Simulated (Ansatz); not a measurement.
**Rb: do energies and stresses tell the same story?**

The calculation used Ansatz, DFT PBE, scalar-relativistic, plane waves, PAW.

Cutoff 420 eV; k points 10×10×10 on the computed 1-atom cell (Γ-centred); Gaussian smearing, width 0.10 eV; no spin polarisation.

Relaxed cell: Im-3m, a = 5.670 Å, b = 5.670 Å, c = 5.670 Å, α = 90.00°, β = 90.00°, γ = 90.00°, 1 atom in the primitive cell.

Energies at zero smearing and pressures from the stress tensor, at volumes with shape and atoms relaxed:
| V (Å³/atom) | E − E(first) (meV/atom) | P (GPa) |
| --- | --- | --- |
| 80.206 | 0.00 | 0.460 |
| 82.940 | -6.66 | 0.320 |
| 85.675 | -11.09 | 0.199 |
| 88.409 | -13.59 | 0.095 |
| 91.143 | -14.42 | 0.004 |
| 93.878 | -13.81 | -0.074 |
| 96.612 | -11.95 | -0.142 |
| 100.258 | -7.81 | -0.219 |

Question: Check P = −dE/dV between neighbouring volumes, and get the bulk modulus from the pressures alone.

Answer: With 1 eV/Å³ = 160.2 GPa:
```tsv
middle V (Å³/atom)	−ΔE/ΔV (GPa)	mean P (GPa)
81.573	0.390	0.390
84.307	0.259	0.260
87.042	0.146	0.147
89.776	0.049	0.049
92.510	-0.036	-0.035
95.245	-0.109	-0.108
98.435	-0.182	-0.180
```

The two differ by 0.002 GPa at most. The mean of two end pressures misses the average over a step by about ΔV² P″/12, up to 0.002 GPa here; with that taken off 0.002 GPa remains. Around V = 91.143 Å³/atom, the two neighbours give B = −V ΔP/ΔV = 91.143 × 0.169 / 5.469 = 2.8 GPa, against B0 = 2.8 GPa from the Birch–Murnaghan fit of the energies.